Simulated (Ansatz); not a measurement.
HgTe:

```xyz
2
Lattice="-3.0456 3.0456 1.5594 3.0456 -3.0456 1.5594 3.0456 3.0456 -1.5594" Properties=species:S:1:pos:R:3 pbc="T T T"
Hg    0.0000    3.0456    0.7797
Te    0.0000    0.0000    0.0000
```

Measurements of this composition are mostly on another form, of space group No. 216.

Base run:

```yaml
Program: Ansatz 0.2.0
Functional: r2SCAN
Potentials_or_basis: Ansatz PAW
Cutoff: 500 eV
Density_cutoff: 2000 eV
k_mesh: 10 × 10 × 10
Occupations: fermi-dirac, width 0.05 eV
Spin: no spin polarisation
```

Its results: band gap on the k mesh none (metal or under the smearing width); pressure -1.1 GPa.

Question: The run is repeated on the same cell with these changes: functional from r2SCAN to LDA; cutoff from 500 eV to 420 eV; density cutoff from 2000 eV to 1680 eV. What comes out?

Answer: Band gap on the k mesh none (metal or under the smearing width); pressure -4.9 GPa.

Caveats: the PAW data sets come from PBE, with cores solved anew for the run's functional, which leaves a small shift of forces and pressure.

Not every run made on this cell is shown here.
